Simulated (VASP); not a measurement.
Here is a VASP 6.6.1 calculation.

The input INCAR:

```
SYSTEM = InAs
PREC = Accurate ; ENCUT = 600
EDIFF = 1E-6 ; ISMEAR = 0
SIGMA = 0.03 ; LREAL = .FALSE.
LASPH = .TRUE. ; NELM = 80
ALGO = Normal ; ISIF = 3
LWAVE = .FALSE. ; LCHARG = .FALSE.
GGA = PS ; IBRION = 2
NSW = 90 ; EDIFFG = -0.01
KPAR = 4
```

File KPOINTS:

```
regular mesh
0
G
  10 10 10
  0 0 0
```

The input POSCAR:

```
InAs
1.0
    0.0000000000      3.0180000000      3.0180000000
    3.0180000000      0.0000000000      3.0180000000
    3.0180000000      3.0180000000      0.0000000000
In As
1 1
Direct
    0.0000000000      0.0000000000      0.0000000000
    0.2500000000      0.2500000000      0.2500000000
```

Potentials or basis: VASP PAW PBE potentials, release 64 (In_d, As).

Run with:

```sh
$ cat potpaw_PBE.64/In_d/POTCAR potpaw_PBE.64/As/POTCAR > POTCAR
$ mpirun -np 4 vasp_std > vasp.out
```

Problem. What does it give for the relaxed cell?

Solution. a = 4.307 Å, b = 4.307 Å, c = 4.307 Å, α = 60.00°, β = 60.00°, γ = 60.00°.

Problem. Estimate the band gap on the k mesh.

Solution. None (metal or under the smearing width).

Problem. What does it give for the space group after relaxing (to 0.05 Å)?

Solution. F-43m (No. 216).

Problem. What does it give for the relaxed volume?

Solution. 28.25 Å³/atom.

Final structure:
```cif
data_structure
_symmetry_space_group_name_H-M 'P 1'
_symmetry_Int_Tables_number 1
_cell_length_a 4.3069
_cell_length_b 4.3069
_cell_length_c 4.3069
_cell_angle_alpha 60.000
_cell_angle_beta 60.000
_cell_angle_gamma 60.000
_cell_volume 56.49
loop_
_atom_site_label
_atom_site_type_symbol
_atom_site_fract_x
_atom_site_fract_y
_atom_site_fract_z
_atom_site_occupancy
In1 In 0.00000 0.00000 0.00000 1
As1 As 0.25000 0.25000 0.25000 1
```

Caveat: the PAW data sets were made with another functional, which shifts forces and pressure a little; this crystal is a semiconductor, whose small gap the functional closes, so the metal is an error of the method. Zero-point motion and thermal expansion aren't in these numbers.
